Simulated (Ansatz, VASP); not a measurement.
## BN in VASP and in Ansatz

```
CELL_PARAMETERS angstrom
2.50644 0.00000 0.00000
-1.25322 2.17064 0.00000
0.00000 0.00000 6.61685
ATOMIC_POSITIONS crystal
B 0.33333 0.66667 0.25000
B 0.66667 0.33333 0.75000
N 0.33333 0.66667 0.75000
N 0.66667 0.33333 0.25000
```

Alike in both runs: functional PBE; dispersion D3(BJ); k mesh 12 × 12 × 4; occupations gaussian, width 0.02 eV; no spin polarisation.

Ansatz relaxed the structure, and its values are those at the end. VASP's run is a single point on that final structure, the one shown.

```csv
,VASP,Ansatz
version,VASP 6.6.1,Ansatz 0.2.0
potentials or method,"VASP PAW PBE potentials, release 64 (B, N)","scalar-relativistic, plane waves, PAW"
plane-wave cutoff (eV),520,420
valence electrons in the cell,16,16
```

```csv
,VASP,Ansatz,Ansatz less VASP
gap on the k mesh at the Fermi level (eV),4.27,4.27,+0.007
least direct gap on the mesh (eV),4.63,4.64,+0.003
pressure (GPa),0.1,0.0,-0.08
```

With one functional, cell and mesh, what is left measures potentials, basis and numerics.

A k mesh can miss the band edges. As with any semilocal functional, this PBE gap is likely too small.
